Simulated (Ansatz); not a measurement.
# TiNi under changes of volume

One of the cells (13.403 Å³/atom); the others are scaled copies at fixed shape and fractional positions:

```
Ni Ti
1.0
     2.73580    0.00000    0.00000
     0.00000    2.73580    0.00000
     0.00000    0.00000    3.58141
Ni Ti
1 1
Direct
  0.00000 0.00000 0.00000
  0.50000 0.50000 0.50000
```

The cell comes from a database or a generator and needn't be the stable form of this composition.

- Program: Ansatz 0.2.0
- Functional: r2SCAN
- Potentials or basis: Ansatz PAW
- Cutoff: 500 eV (not typed: the program's choice for these potentials)
- k mesh: 10 × 10 × 8
- Occupations: fermi-dirac, width 0.05 eV
- Spin: collinear spin, ferromagnetic start
- Starting moments: [1.0, 1.0] μB

| volume (Å³/atom) | energy over the lowest point (meV/atom) | pressure (GPa) | moment (μB per cell) |
| --- | --- | --- | --- |
| 12.599 | 13.44 | 8.0 | 0.42 |
| 12.867 | 3.51 | 4.0 | 0.44 |
| 13.135 | 0.00 | 0.4 | 0.47 |
| 13.403 | 2.27 | -2.9 | 0.50 |
| 13.671 | 9.74 | -5.7 | 0.54 |
| 13.939 | 21.80 | -8.3 | 0.60 |
| 14.207 | ? | ? | ? |

Problem. What does the run at 14.207 Å³/atom give?

Solution. Energy over the lowest point 37.87 meV/atom; pressure -10.5 GPa; moment 0.67 μB per cell.

Worked out: A Birch-Murnaghan fit of order 3 (a polynomial in V^(-2/3)) to the other rows has its minimum at 13.16 Å³/atom with B0 = V·E''(V) = 168 GPa and B' = 4.4 at fixed shape and positions, which overstates the stiffness. It gives 38.03 meV/atom at 14.207 Å³/atom, against the run's 37.87, and -dE/dV = -10.9 GPa, against -10.5. A parabola through the other rows of the moment, of slope 0.243 μB per Å³/atom there, extrapolates to 0.66 μB, against the run's 0.67.

Energies are extrapolated to zero smearing.

Caveats: the magnetic or orbital state may not be the lowest; the PAW data sets come from PBE, with cores solved anew for the run's functional, which leaves a small shift of forces and pressure.
